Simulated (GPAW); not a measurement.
Runs of GPAW 26.7.0 on TiAl. It takes space group Pm-3m (No. 221, cubic). The conventional cell has a = 3.179 Å, b = 3.179 Å, c = 3.179 Å, α = 90.00°, β = 90.00°, γ = 90.00°. Ti (site symmetry m-3m) has 8 Al at 2.75 Å as nearest neighbours. Al (site symmetry m-3m) is surrounded by 8 Ti at 2.75 Å. The cell comes from a database or a generator and needn't be the stable form of this composition.

```csv
task,level,potentials or basis,U,cell,smearing,optimizer,fmax,max steps,convergence,smearing order,gap on the mesh (eV),pressure (GPa),V0 of scaled cells (Å³/atom),relaxed volume (Å³/atom),B0 (GPa)
equation of state,PBEsol,"PAW data sets generated in the run's folder for this functional, pw",-,as given,fermi-dirac 0.05 eV,-,-,-,-,-,-,-,(d),-,118
single point,PBEsol+D4+U,"PAW data sets generated in the run's folder for this functional, pw",Ti d U = 4.5 eV,as given,fermi-dirac 0.05 eV,-,-,-,-,-,none,-0.3,-,-,-
relaxation of cell and atoms,PBEsol+D3,"PAW data sets generated in the run's folder for this functional, pw",-,relaxed,fermi-dirac 0.05 eV,BFGS,0.02 eV/Å,60,density=1e-05 forces=0.0001,-,none,0.0,-,15.27,-
equation of state,LDA,"the program's PAW data sets (release 1.2.1) made for this functional, pw",-,as given,fermi-dirac 0.05 eV,-,-,-,-,-,-,-,(b),-,125
band structure,LDA+U,"the program's PAW data sets (release 1.2.1) made for this functional, pw",Ti d U = 2 eV,"atoms moved at random, drawn with an rms of 0.15 Å",methfessel-paxton 0.1 eV,-,-,-,-,1,-,-1.2,-,-,-
band structure,PBEsol,"PAW data sets generated in the run's folder for this functional, pw",-,as given,fermi-dirac 0.05 eV,-,-,-,-,-,-,(a),-,-,-
single point,LDA,"the program's PAW data sets (release 1.2.1) made for this functional, pw",-,as given,gaussian 0.1 eV,-,-,-,-,-,none,-5.9,-,-,-
relaxation of cell and atoms,PBEsol+D4,"PAW data sets generated in the run's folder for this functional, pw",-,relaxed,fermi-dirac 0.05 eV,BFGS,0.02 eV/Å,60,density=1e-05 forces=0.0001,-,none,0.1,-,(c),-
relaxation of cell and atoms,PBEsol+D3(BJ)+ATM,"PAW data sets generated in the run's folder for this functional, pw",-,relaxed,fermi-dirac 0.05 eV,BFGS,0.02 eV/Å,60,density=1e-05 forces=0.0001,-,none,0.0,-,15.20,-
band structure,r2SCAN+U,"GPAW PAW data sets (gpaw-data 1.2.1), pw",Ti d U = 3.5 eV,as given,fermi-dirac 0.05 eV,-,-,-,-,-,-,2.2,-,-,-
relaxation of cell and atoms,PBEsol,"PAW data sets generated in the run's folder for this functional, pw",-,relaxed,fermi-dirac 0.05 eV,BFGS,0.02 eV/Å,60,density=1e-05 forces=0.0001,-,none,0.0,-,15.72,-
relaxation of cell and atoms,PBEsol+D3(BJ),"PAW data sets generated in the run's folder for this functional, pw",-,relaxed,fermi-dirac 0.05 eV,BFGS,0.02 eV/Å,60,density=1e-05 forces=0.0001,-,none,0.0,-,15.09,-
```

Alike in all rows: no spin polarisation; k mesh 8 × 8 × 8; cutoff (eV) 600.

**Question.** Fill in the values left out.

**Answer.** (a) -2.5; (b) 15.32; (c) 15.49; (d) 15.79.

Caveats: pairwise dispersion overbinds metals, which lowers pressure and volume (some runs); later steps reuse the first step's grids (some runs); U without spin polarisation on a metal has little footing (some runs); the U is typed as a test and isn't derived for this compound (some runs); this smearing can pin the Fermi level at a band edge (some runs); forces of over 1 eV/Å show positions far from the minimum, so gaps and moduli don't describe the material at rest (some runs); the PAW data sets were made with another functional, which shifts forces and pressure a little (some runs).

A k mesh can miss the band edges.

A gap of «none» marks a metal or a gap under the smearing width.

Not every run made on this cell is shown here.
